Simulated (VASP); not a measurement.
VASP inputs for WSe₂ (fluorite)

INCAR

```
NBANDS = 20
NSW = 0
ISMEAR = -1
EDIFF = 1E-7
LASPH = .TRUE.
LREAL = .FALSE.
SIGMA = 0.02
IBRION = -1
PREC = Accurate
ENCUT = 520
LWAVE = .FALSE.
NELM = 120
GGA = PS
LCHARG = .FALSE.
ISIF = 2
```

KPOINTS

```
KPOINTS created by Atomic Simulation Environment
0
Gamma
8 8 8
0 0 0
```

KPOINTS_OPT

```
special points
6
Reciprocal
0.0000000000 0.0000000000 0.0000000000 1
0.5000000000 0.0000000000 0.5000000000 1
0.5000000000 0.2500000000 0.7500000000 1
0.3750000000 0.3750000000 0.7500000000 1
0.5000000000 0.5000000000 0.5000000000 1
0.6250000000 0.2500000000 0.6250000000 1
```

POSCAR

```
W  Se
 1.0000000000000000
     0.0000000000000000    3.0924832561503570    3.0924832561503570
     3.0924832561503570   -0.0000000000000000    3.0924832561503570
     3.0924832561503570    3.0924832561503570    0.0000000000000000
 W   Se
   1   2
Cartesian
 -0.0000000000000000  0.0000000000000000  0.0000000000000000
  1.5462416280751785  1.5462416280751785  1.5462416280751785
  4.6387248842255353  4.6387248842255353  4.6387248842255353
```

VASP ran with the recommended PBE PAW datasets (26 valence electrons in the cell).

**Question.** Estimate the main results of this run.

**Answer.** gap between bands v and c -0.89 eV (bands overlap: a metal); least direct gap 0.00 eV; pressure -4.3 GPa.

Band v is the last that the valence electrons fill when counted band by band, and c is the next. Levels in eV from the top of v:

```tsv
point	v−1	v	c	c+1
Γ	-0.89	-0.89	-0.89	3.65
X	-1.63	-0.29	0.84	1.23
W	-0.65	0.00	0.43	1.55
K	-0.75	-0.17	-0.06	1.35
L	-3.45	-0.78	-0.78	1.13
```
